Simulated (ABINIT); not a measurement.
A run of ABINIT 10.8.3 (patched build) is set up as follows.

File run.abi:

```
pp_dirpath "./"
pseudos "Hf.GGA_PBE-JTH.xml"

acell 5.5063028792 5.5063028792 5.5063028792
rprim
     1.0000000000     0.0000000000     0.0000000000
     0.0000000000     1.0000000000     0.0000000000
     0.0000000000     0.0000000000     1.0000000000
ntypat 1
znucl 72
natom 1
typat 1
xcart
     1.4569050000     1.4569050000     1.4569050000 Angstrom

ecut 23.0
pawecutdg 45.0
pawxcdev 0

kptopt 1
ngkpt 9 9 9
nshiftk 1
shiftk 0.0 0.0 0.0

ixc 15

nband 10
occopt 3
tsmear 0.00183747

nstep 100
tolvrs 1.0e-9

iomode 3
prtwf 0
prtden 0
prteig 0
prtebands 0
enunit 1
```

Potentials or basis: JTH PAW PBE v2.0.

Run with:

```bash
$ abinit run.abi > log 2>&1
```

(1) What does it give for the pressure?

(2) Predict the band gap on the k mesh.

Answers

(1) 2.1 GPa.

(2) none (metal or under the smearing width).

Caveat: the PAW data sets were made with another functional, which shifts forces and pressure a little.
